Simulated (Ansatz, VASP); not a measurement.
This is a calculation of Mo for Ansatz 0.2.0.

Contents of input.yaml:

```yaml
crystal:
  lattice:
    - [-1.5838089719, 1.5838089719, 1.5838089719]
    - [1.5838089719, -1.5838089719, 1.5838089719]
    - [1.5838089719, 1.5838089719, -1.5838089719]
  atoms:
    - { symbol: Mo, position: [0.0, 0.0, 0.0] }
kpoints:
  mp_grid: { grid: [12, 12, 12] }
scf:
  occupations: { method: fermi_dirac, width: 0.05 }
hamiltonian:
  xc: lda
  pseudopotentials: { kind: all_electron, lapw: { basis_error: 0.001 } }
output:
  forces: true
  stress: true
relax:
  f_tol: 0.02
  max_steps: 60
  cell: {}
```

Potentials or basis: all-electron LAPW, scalar-relativistic.

Launch:

```console
$ ansatz run input.yaml --threads 1 --pin off --max-ram 3072MiB --backend cpu --events-out ev --progress --plain --runs-dir out
```

Problem. Set up the same calculation for VASP 6.6.1. Potentials there: VASP PAW LDA potentials, release 64 (Mo_sv).

Solution. As run (the cutoff follows the program's own potentials):

Contents of INCAR:

```
PREC = Accurate
ENCUT = 600
EDIFF = 1E-6
ISMEAR = -1
SIGMA = 0.05
LREAL = F
LASPH = T
NELM = 100
ALGO = Normal
ISIF = 3
LWAVE = F
LCHARG = F
IBRION = 2
NSW = 80
EDIFFG = -0.02
```

Contents of KPOINTS:

```
regular mesh
0
Gamma
  12 12 12
```

The input POSCAR:

```
Mo
1.0
   -1.5838089719      1.5838089719      1.5838089719
    1.5838089719     -1.5838089719      1.5838089719
    1.5838089719      1.5838089719     -1.5838089719
Mo
1
Direct
    0.0000000000      0.0000000000      0.0000000000
```

Potentials or basis: VASP PAW LDA potentials, release 64 (Mo_sv).

Launch:

```console
$ cat potpaw_LDA.64/Mo_sv/POTCAR > POTCAR
$ mpirun -np 1 vasp_std > vasp.out
```

Both were run:

|  | VASP | Ansatz | Ansatz less VASP |
| --- | --- | --- | --- |
| relaxed volume (Å³/atom) | 15.13 | 15.06 | -0.066 |
| relaxed cell length with the largest relative difference (Å) | 2.699 | 2.695 | -0.0039 |
| energy change over the relaxation (meV/atom) | -33 | -38 | -5.1 |

Ansatz ran all-electron here, so the differences hold the error of VASP's frozen core and of both bases.
